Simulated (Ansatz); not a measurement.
**GaN: computed properties**

These are results of Ansatz 0.2.0, DFT PBEsol, scalar-relativistic, plane waves, PAW, not measurements.

Cutoff 420 eV; k points 12×12×6 on the computed 4-atom cell (Γ-centred); Gaussian smearing, width 0.02 eV; no spin polarisation.

The structure is relaxed at this level of theory with its symmetry kept.

```
Ga N
1.0
     3.18258    0.00000    0.00000
    -1.59129    2.75619    0.00000
     0.00000    0.00000    5.18543
Ga N
2 2
Direct
  0.33333 0.66667 0.99919
  0.66667 0.33333 0.49919
  0.33333 0.66667 0.37581
  0.66667 0.33333 0.87581
```

- Space group: P6_3mc (No. 186)
- Volume per atom: 11.37 Å³
- Formation energy from the elements' standard states (uncorrected): -0.587 eV/atom
- Kohn–Sham band gap: 1.88 eV, direct at Γ
- Löwdin character of the top 1 eV of the valence band: N 2p 88 %, Ga 4p 7 %
- Löwdin character of the lowest 1 eV of the conduction band: N 2s 40 %, Ga 4s 34 %, N 2p 17 %, Ga 4p 8 %
- Electron masses at the edge by Cartesian direction of the standard setting (m_e; degenerate bands sorted by energy; no spin-orbit coupling): x: 0.17; y: 0.17; z: 0.16
- Hole masses at the edge by Cartesian direction of the standard setting (m_e; degenerate bands sorted by energy; no spin-orbit coupling): x: 2.1, 0.17; y: 2.2, 0.17; z: 2.1, 2.1
- Bulk modulus: 188 GPa
- Its pressure derivative: 4.4
- Bader charges (e): Ga (2 in the cell) 1.54, N (2 in the cell) -1.54